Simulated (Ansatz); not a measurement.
**Si: a tetragonal deformation path**

An exercise on one series of results from a longer session: the logs are not shown, and one member is left open.

Method: DFT PBE+D3(BJ), scalar-relativistic, plane waves, PAW, in Ansatz 0.2.0.

## The starting structure

Symmetry: I4/mmm, No. 139, tetragonal system. Conventional cell: a = 3.254 Å, b = 3.254 Å, c = 2.641 Å, α = 90.00°, β = 90.00°, γ = 90.00°. Si (site symmetry 4/mmm) has 10 Si at 2.64 to 2.65 Å as nearest neighbours.

Coordinates:

```
Si
1.0
    -1.62691    1.62691    1.32033
     1.62691   -1.62691    1.32033
     1.62691    1.62691   -1.32033
Si
1
Direct
  0.00000 0.00000 0.00000
```

Source of the structure: the Materials Project (structure only).

The first run:

Input file input.yaml:

```yaml
crystal:
  lattice:
    - [-1.62691493, 1.62691493, 1.32032985]
    - [1.62691493, -1.62691493, 1.32032985]
    - [1.62691493, 1.62691493, -1.32032985]
  atoms:
    - { symbol: Si, position: [0.0, 0.0, 0.0] }
basis:
  ecutwfc: 420
kpoints:
  mp_grid: { grid: [8, 8, 8] }
hamiltonian:
  xc: pbe
  dispersion: d3bj
scf:
  occupations: { method: gaussian, width: 0.1 }
output:
  forces: true
  stress: true
  eigenvalues: true
```

Among the steps run: A first look at the start; The reference: the undisturbed cell on the scan's mesh; ρ = 0.850; Point ρ = 1.200; ρ = 0.920; At ρ = 1.100; ρ = 0.960; At ρ = 1.050; At ρ = 0.800; ρ = 1.300.

One table of the session follows, with a row left open; its other results are not shown here.

| ρ | ΔE (meV/atom) | pressure (GPa) |
| --- | --- | --- |
| 0.800 | 158.3 | 6.6 |
| 0.850 | 65.9 | 2.5 |
| 0.920 | 10.9 | -0.6 |
| 0.960 | 1.1 | -1.5 |
| 1.000 | 0.0 | -1.7 |
| 1.050 | 6.0 | -1.7 |
| 1.100 | 16.8 | -1.4 |
| 1.200 | ? | ? |
| 1.300 | 37.5 | -0.7 |

Q: Estimate the row for ρ = 1.200 from the others.

Worked estimate for «ΔE (meV/atom)». A straight line through the neighbours (1.100, 16.8) and (1.300, 37.5) gives 16.8 + (37.5 − 16.8) × (1.200 − 1.100) / (1.300 − 1.100) = 27.1; a parabola fitted to 3 rows on both sides gives 31.6.

As computed: ΔE (meV/atom): 39.9; pressure (GPa): -0.6. In «ΔE (meV/atom)» the line misses by -12.8 and the parabola by -8.3. Between these rows the values bend or scatter more than so simple an estimate can follow.
